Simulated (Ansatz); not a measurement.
Crystal: CdO, rock salt type, 2 atoms in the cell.

Computed with Ansatz 0.2.0 development build, r²SCAN, plane waves, PAW datasets (generated soft set 1).

Cutoff 500 eV; k-mesh 12×12×12 Γ-centred; Fermi–Dirac smearing of 0.1 eV; no spin polarisation.

| V (Å³/atom) | a (Å) | E − E(min) (meV/atom) | P (GPa) |
| --- | --- | --- | --- |
| 12.462 | 4.6369 | 12.06 | 7.57 |
| 12.869 | 4.6868 | 0.00 | 2.11 |
| 13.275 | 4.7356 | 0.63 | -2.47 |
| 13.681 | 4.7834 | 11.90 | -6.30 |
| 14.088 | 4.8303 | 32.05 | -9.50 |

(1) Fit a third-order Birch–Murnaghan equation of state to the energies.

## Answers

(1) V₀ = 13.047 Å³/atom (a₀ = 4.708 Å), B₀ = 148 GPa, B₀′ = 4.74.

The stress includes the program's correction for the finite plane-wave basis.
